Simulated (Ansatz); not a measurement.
# SiC: the cell at several levels of theory

How does the equilibrium cell of SiC, CsCl type depend on the functional? It is relaxed with PBE and r2SCAN. This is a trial cell built on a prototype, not taken from a measured structure, and it needn't be the compound's ground state.

Program: Ansatz 0.2.0. PAW datasets, plane waves, zero pressure. Note: simulated data, non-magnetic, for a generated structure that need not be the stable one.

### Step 1. The system as given

This is the cell as the run starts from it, not yet at rest; its lengths are not the crystal's.

It is cubic, Pm-3m (No. 221); a = 2.364 Å in the conventional setting, 6.60 Å³ an atom. Near Si stand 8 C at 2.05 Å; near C stand 8 Si at 2.05 Å.

Structure file:

```xyz
2
Lattice="2.3637 0.0000 0.0000 0.0000 2.3637 0.0000 0.0000 0.0000 2.3637" Properties=species:S:1:pos:R:3 pbc="T T T"
Si    0.0000    0.0000    0.0000
C     1.1818    1.1818    1.1818
```

### Step 2. Relaxing with PBE

Input file input.yaml:

```yaml
crystal:
  lattice:
    - [2.3636662286, 0.0, 0.0]
    - [0.0, 2.3636662286, 0.0]
    - [0.0, 0.0, 2.3636662286]
  atoms:
    - { symbol: Si, position: [0.0, 0.0, 0.0] }
    - { symbol: C, position: [0.5, 0.5, 0.5] }
kpoints:
  mp_grid: { grid: [10, 10, 10] }
hamiltonian:
  xc: pbe
scf:
  occupations: { method: fermi_dirac, width: 0.02 }
relax:
  f_tol: 0.005
  cell: {}
```

On the command line:

```
$ ansatz run input.yaml --threads 2 --pin off --max-ram 2211MiB --backend cpu --events-out ev --progress --plain --runs-dir out
```

After this run come: r2SCAN: cell and atoms.

Before running it: what results should come out? Wanted: for each run, a; volume; space group; SCF geometries.

As calculated:

| level | a (Å) | volume (Å³/atom) | space group | SCF geometries |
| --- | --- | --- | --- | --- |
| PBE | 2.644 | 9.246 | Pm-3m | 9 |
| r2SCAN | 2.620 | 8.994 | Pm-3m | 5 |

In words: The first relaxation changed the volume by +40.0 % from the start. The volume runs from r2SCAN (least) to PBE (most), a spread of 2.8 %, or 0.9 % in length if all axes shared it alike. The meshes differ: PBE 10×10×10, r2SCAN 8×8×8.
